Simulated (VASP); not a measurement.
# CdTe in VASP: one cell, several levels of theory

Aim: gap, levels, forces and stress of CdTe built on the zincblende prototype, under +4.7 % biaxial strain in x and y, free along z at fixed geometry. Runs: PBE, r2SCAN.

Program: VASP 6.6.1. PAW datasets, plane waves. Computed at 0 K without zero-point motion; spin polarisation is off.

### 1 The structure to begin with

The cell comes from an earlier relaxation with r2SCAN in another program, then strained, with the atoms relaxed again.

It is tetragonal, I-4m2 (No. 119); conventional cell a = 4.857 Å, c = 6.114 Å, 36.06 Å³ an atom. Cd has 4 Te at 2.87 Å; Te has 4 Cd at 2.87 Å.

Coordinates:

```xyz
2
Lattice="0.0000 3.4344 3.0572 3.4344 0.0000 3.0572 3.4344 3.4344 0.0000" Properties=species:S:1:pos:R:3 pbc="T T T"
Cd    0.0000    0.0000    0.0000
Te    1.7172    1.7172    1.5286
```

### 2 PBE

Contents of INCAR:

```
ENCUT = 520.000000
SIGMA = 0.020000
EDIFF = 1.00e-07
GGA = PE
PREC = Accurate
IBRION = -1
ISIF = 2
ISMEAR = -1
NBANDS = 16
NELM = 120
NSW = 0
LASPH = .TRUE.
LCHARG = .FALSE.
LWAVE = .FALSE.
LREAL = .FALSE.
```

Contents of KPOINTS:

```
KPOINTS created by Atomic Simulation Environment
0
Gamma
6 6 6
0 0 0
```

Contents of KPOINTS_OPT:

```
special points
6
Reciprocal
0.0000000000 0.0000000000 0.0000000000 1
-0.5000000000 -0.5000000000 0.0000000000 1
-0.3750000000 -0.3750000000 0.2500000000 1
-0.3750000000 0.0000000000 0.3750000000 1
0.0000000000 0.0000000000 0.5000000000 1
-0.5000000000 -0.2500000000 0.2500000000 1
```

Contents of POSCAR:

```
Cd Te
 1.0000000000000000
     0.0000000000000000    3.4344410031999999    3.0572232087000000
     3.4344410031999999    0.0000000000000000    3.0572232087000000
     3.4344410031999999    3.4344410031999999    0.0000000000000000
 Cd  Te
   1   1
Cartesian
  0.0000000000000000  0.0000000000000000  0.0000000000000000
  1.7172205015999997  1.7172205015999997  1.5286116043500000
```

Potentials: the recommended PBE PAW datasets, 18 valence electrons in the neutral cell.

Launch:

```console
> mpirun -np 1 vasp_std
```

### 3 Single point with r2SCAN

Contents of INCAR:

```
ENCUT = 520.000000
SIGMA = 0.010000
EDIFF = 1.00e-07
ALGO = Normal
METAGGA = R2SCAN
PREC = Accurate
IBRION = -1
ISIF = 2
ISMEAR = 0
NBANDS = 16
NELM = 120
NSW = 0
LASPH = .TRUE.
LCHARG = .FALSE.
LWAVE = .FALSE.
LREAL = .FALSE.
```

KPOINTS is that of step 2.

KPOINTS_OPT is that of step 2.

POSCAR is that of step 2.

Before running it: what results should come out? Wanted: for each run, gap; pressure.

As calculated:

| level | gap (eV) | pressure (GPa) |
| --- | --- | --- |
| PBE | 0.37 | 0.09 |
| r2SCAN | 0.85 | -0.97 |

**Reading.** The gap spans 0.37 eV (PBE) to 0.85 eV (r2SCAN). Spin-orbit coupling is left out, though the cell holds Te (Z = 52); in an element this heavy it can shift bands and gaps by tenths of an eV. At this one volume the pressure spans -1.0 GPa (r2SCAN) to 0.1 GPa (PBE): PBE wants the largest cell and r2SCAN the smallest.
